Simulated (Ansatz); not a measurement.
# InP: a single-point run

The task is a single-point run on InP. The structure is shown as the input types it. The cell is built on a prototype (CsCl type) and needn't be the phase found in nature.

Method: density functional or hybrid calculation with the settings of its input, plane waves (as first typed), in Ansatz 0.2.0.

9 further runs of the same task are left out: 7 for a known fault of the program, 2 that didn't finish.

## (1) The system as given

The structure is cubic, space group Pm-3m (No. 221). Conventional cell: a = 3.413 Å, b = 3.413 Å, c = 3.413 Å, α = 90.00°, β = 90.00°, γ = 90.00°. In (site symmetry m-3m) has 8 P at 2.96 Å as nearest neighbours. P (site symmetry m-3m) has 8 In at 2.96 Å as nearest neighbours.

Structure file:

```xyz
2
Lattice="3.4134 0.0000 0.0000 0.0000 3.4134 0.0000 0.0000 0.0000 3.4134" Properties=species:S:1:pos:R:3 pbc="T T T"
In    0.0000    0.0000    0.0000
P     1.7067    1.7067    1.7067
```

## (2) Input and run

Input file input.yaml:

```yaml
crystal:
  lattice:
    - [3.413399131, 0.0, 0.0]
    - [0.0, 3.413399131, 0.0]
    - [0.0, 0.0, 3.413399131]
  atoms:
    - { symbol: In, position: [0.0, 0.0, 0.0] }
    - { symbol: P, position: [0.5, 0.5, 0.5] }
kpoints:
  mp_grid: { grid: [6, 6, 6] }
hamiltonian:
  xc: pbe
scf:
  occupations: { method: fermi_dirac, width: 0.02 }
  n_extra_bands: 4
  max_iter: 97
output:
  forces: true
  stress: true
  eigenvalues: true
basis:
  ecutwfc: 40
```

Started as:

```bash
$ ansatz run input.yaml --threads 4 --pin off --max-ram 3686MiB --backend cpu --events-out ev --progress --plain --runs-dir out
```

Q: Will this input give a usable result? If not, why, and what should change?

The program finished normally, with warnings (cutoff below recommended). It gives a pressure of -368 GPa, which is large.

Look at the input: basis.ecutwfc is 40. With so few plane waves the basis is incomplete by a wide margin. The potentials' recommended cutoff is 420 eV.

To check: delete basis.ecutwfc (the default then holds).
